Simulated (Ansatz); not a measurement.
Relaxing GdN in the zincblende type

First guess:

```xyz
2
Lattice="0.0000 2.6523 2.6523 2.6523 0.0000 2.6523 2.6523 2.6523 0.0000" Properties=species:S:1:pos:R:3 pbc="T T T"
Gd    0.0000    0.0000    0.0000
N     1.3261    1.3261    1.3261
```

Computed with Ansatz 0.2.0, DFT, PBE, PAW with Ansatz's default frozen-core files, scalar-relativistic.

Cell and atoms relax within the symmetry of the start on a 12×12×12 k mesh with 0.03 eV Fermi–Dirac smearing, from parallel moments.

The start is built from a prototype, known or not as a phase of this compound; the cutoff is 420 eV.

Where the f shell is localised, expect the real compound to differ from this run without U.

Spin–orbit coupling is left out, though it moves levels of the heavy atoms by tenths of an eV or more.

The magnetic state is the one reached from parallel moments; other orders may lie lower.

Q: What is the pressure of the first guess?

A: 2.01 GPa.

Q: What does it relax to?

A: a = 5.337 Å, b = 5.337 Å, c = 5.337 Å, α = 90.00°, β = 90.00°, γ = 90.00° (conventional cell), 19.00 Å³ per atom:
```
CELL_PARAMETERS angstrom
0.00000 2.66847 2.66847
2.66847 0.00000 2.66847
2.66847 2.66847 0.00000
ATOMIC_POSITIONS crystal
Gd 0.00000 0.00000 0.00000
N 0.25000 0.25000 0.25000
```

Q: How much energy does the relaxation release?

A: 2 meV/atom.

Q: What moment does the relaxed primitive cell (2 atoms) carry?

A: 7.00 μB.
